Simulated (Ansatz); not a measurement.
# A film clamped to a substrate in WSe2

Level of theory: Ansatz, DFT PBEsol, scalar-relativistic, plane waves, PAW. Cutoff 420 eV, Γ-centred 12×12×2 k-points, Gaussian smearing of 0.05 eV. Spin–orbit coupling is left out, which can shift energies with elements as heavy as these. No spin polarisation. Energies are free energies at this smearing, counted from the undisturbed cell; pressure is positive in compression.

The undisturbed cell (relaxed at this level; this form isn't the usual structure):

```xyz
3
Lattice="3.2703 0.0000 0.0000 -1.6351 2.8321 0.0000 0.0000 0.0000 16.6612" Properties=species:S:1:pos:R:3 pbc="T T T"
W    -1.6351    2.8321    0.0000
Se    0.0000    1.8881    1.6728
Se    0.0000    1.8881   14.9884
```

The cell holds layers and no dispersion correction was added, so their binding is poorly described.

The cell (3 atoms, V0 = 154.31 Å³) is strained by p along both x and y and by q along z, fractional coordinates fixed. τp = (1/V0) ∂E/∂p = (σxx + σyy)(1 + p)(1 + q) and τq = (1/V0) ∂E/∂q = σzz(1 + p)², with tension positive.

```csv
p,q,ΔE (meV/atom),τp (GPa),τq (GPa)
0.000,0.000,0.00,0.01,0.00
-0.015,0.000,9.00,-3.82,-1.22
0.015,0.000,8.41,3.42,1.11
0.000,-0.015,3.81,-1.20,-1.60
0.000,0.015,3.68,1.13,1.51
```

Question: Get the second derivatives of the energy density.

Answer: Central differences give A = ∂τp/∂p = 241 GPa (C11 + C22 + 2 C12), C = ∂τq/∂q = 104 GPa (C33) and the cross term B = ∂τq/∂p = 78 GPa (C13 + C23); ∂τp/∂q = 78 GPa must equal B, and any difference shows higher-order terms. The ions are clamped.

Question: A film of this crystal grows with z along the normal on a substrate that imposes p. How does its thickness respond, and what does the misfit cost?

Answer: Count p and q from the stress-free cell. A free surface needs τq = 0, so q = −(B/C) p = -0.75 p. The energy density left is (A − B²/C) p²/2 = M p², with the biaxial modulus M = 92 GPa; a misfit of 1 % costs 2.94 meV/atom, against 3.87 meV/atom if the thickness were held.

At p = 0.030 the energies along q are 26.1 (q = -0.030), 25.6 (q = -0.015), 32.3 (q = 0.000), 45.7 (q = 0.015), 65.3 (q = 0.030) meV/atom.

Question: Does the linear rule hold at this misfit?

Answer: A parabola through the lowest point and its neighbours has its minimum at q = -0.022, 24.9 meV/atom. With the stress left in the starting cell, τp0 and τq0, linear elasticity gives q = −(τq0 + Bp)/C = -0.022 and E = V0(τp0 p + τq0 q + Ap²/2 + Bpq + Cq²/2)/N = 26.5 meV/atom. The two agree within a tenth in energy.

Forces appear on the atoms along this scan, and letting them relax would lower the energy and soften the response.

The cell is essentially a single Se–W–Se layer in vacuum, so the stiffness along z is not that of a layered crystal. With fixed fractional coordinates, q stretches the W–Se bonds inside the layer, whereas a real stack would respond mainly through its soft van der Waals gaps. The ratio -0.75 therefore describes the thinning of one layer: under in-plane tension the selenium planes move towards the tungsten plane, which limits the stretching of the polar covalent W–Se bonds. Since selenium height is the only internal freedom that symmetry leaves under equal biaxial strain, minimising over q already relaxes it, and little further softening is expected at the minimum.

The linear estimate of 26.5 meV/atom lies above the scanned 24.9 meV/atom, as expected from bonds that soften in tension. The energies per atom are meaningful for an isolated layer, but the moduli in GPa are diluted by the vacuum and shouldn't be compared with bulk values. The thickness response of a multilayer film doesn't follow from them.
